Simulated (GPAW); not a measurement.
Mo:

```xyz
1
Lattice="-1.5838 1.5838 1.5838 1.5838 -1.5838 1.5838 1.5838 1.5838 -1.5838" Properties=species:S:1:pos:R:3 pbc="T T T"
Mo    0.0000    0.0000    0.0000
```

```yaml
Program: GPAW 26.7.0
Task: relaxation of cell and atoms
Functional: revPBE
Dispersion: D3(BJ)
Potentials_or_basis: the program's PAW data sets (release 1.2.1) made for this functional
Cutoff: 600 eV
Basis: pw
k_mesh: 12 × 12 × 12
Occupations: fermi-dirac, width 0.05 eV
Spin: no spin polarisation
```

At the start: pressure -13.5 GPa; volume 15.89 Å³/atom.

Q: Where does the relaxation end?

A: Over 3 steps the energy falls by 35.9 meV/atom and the volume is 15.08 Å³/atom (-5.1 %); space group Im-3m (No. 229, to 0.05 Å).

The path:
```csv
step,energy change (eV),largest force (eV/Å),pressure (GPa),volume (Å³)
1,0.0000,0.0000,-13.45,15.89
2,-0.0356,0.0000,1.25,15.01
3,-0.0359,0.0000,-0.08,15.08
```

Final structure:
```
CELL_PARAMETERS angstrom
-1.55630 1.55630 1.55630
1.55630 -1.55630 1.55630
1.55630 1.55630 -1.55630
ATOMIC_POSITIONS crystal
Mo 0.00000 0.00000 0.00000
```

Caveat: later steps reuse the first step's grids; pairwise dispersion overbinds metals, which lowers pressure and volume.
